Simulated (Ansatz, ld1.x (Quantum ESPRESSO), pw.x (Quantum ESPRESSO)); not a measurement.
# manganese (Mn) (bcc): variants of one TM potential in the solid

```
Element                 : Mn (Z = 25)
Generator               : ld1.x (Quantum ESPRESSO) 7.5
Type                    : norm-conserving Troullier–Martins (Kleinman–Bylander form)
Functional              : LDA (PW92)
Relativity              : scalar-relativistic
Frozen core             : [Ar]
Valence charge          : 7
Reference configuration : 3d5 4s2 4p0
Partial waves           : 4p (bound, empty): rc 3.35 bohr; 3d (bound): rc 1.65 bohr; 4s (bound): rc 2.35 bohr
Local potential         : the s channel
Core correction         : Bessel-smoothed model core inside 1.45 bohr
```

Crystal test: bcc Mn in pw.x 7.5, no spin, 17³ k-points, Fermi–Dirac smearing 0.01 Ry, cutoffs set for each file from its atomic test. The reference is all-electron LAPW (Ansatz 0.2.0) with the same functional, mesh and smearing; V0 and B0 come from Birch–Murnaghan fits to the pressures at five volumes. Errors are pseudo minus all-electron; Δ is the rms difference of the E(V) curves that follow from these fits, minima aligned, over ±6 % about the mean V0. Mesh and smearing are coarse, so the numbers serve the comparison and aren't converged zero-temperature values; the lattice is a test structure that the element need not adopt. Spin polarisation and strong correlation are left out, which matters for this element.

All-electron: a0 = 2.727 Å (V0 = 10.14 Å³/atom), B0 = 324.0 GPa.

Base: The largest radius (3.35 bohr) exceeds half the bond length (2.23 bohr), so the spheres overlap, which is one possible source of error among others. This is a poor potential for the solid. Atomic configuration tests: 3 of 9 tests not solved or not reliable.

2 further variants are left out: they gave no file fit for a test, a broken result, the same result as the base, or pressures whose basis-set error rivals the error shown.

A dash in a converged row means that the minimum lies outside the volumes sampled.

```csv
change,cutoffs (Ry),pw.x,a0 (Å),a0 error (%),B0 error (%),Δ (meV/atom),mean pressure error (GPa)
base,170/680,converged,–,–,–,–,+27.29
"all radii but the core radius scaled by about 0.93 (s 2.18, p 3.12, d 1.54 bohr)",170/680,converged,–,–,–,–,+25.52
"all radii but the core radius scaled by about 1.22 (s 2.86, p 4.08, d 2.00 bohr)",135/540,converged,–,–,–,–,+24.84
```

Task: Give the row for: all radii but the core radius scaled by about 1.33 (s 3.14, p 4.46, d 2.20 bohr).

Result: pw.x: converged; mean pressure error (GPa): +10.77; a0 (Å): 2.758; a0 error (%): +1.12; B0 error (%): -5.7; Δ (meV/atom): 23.4.
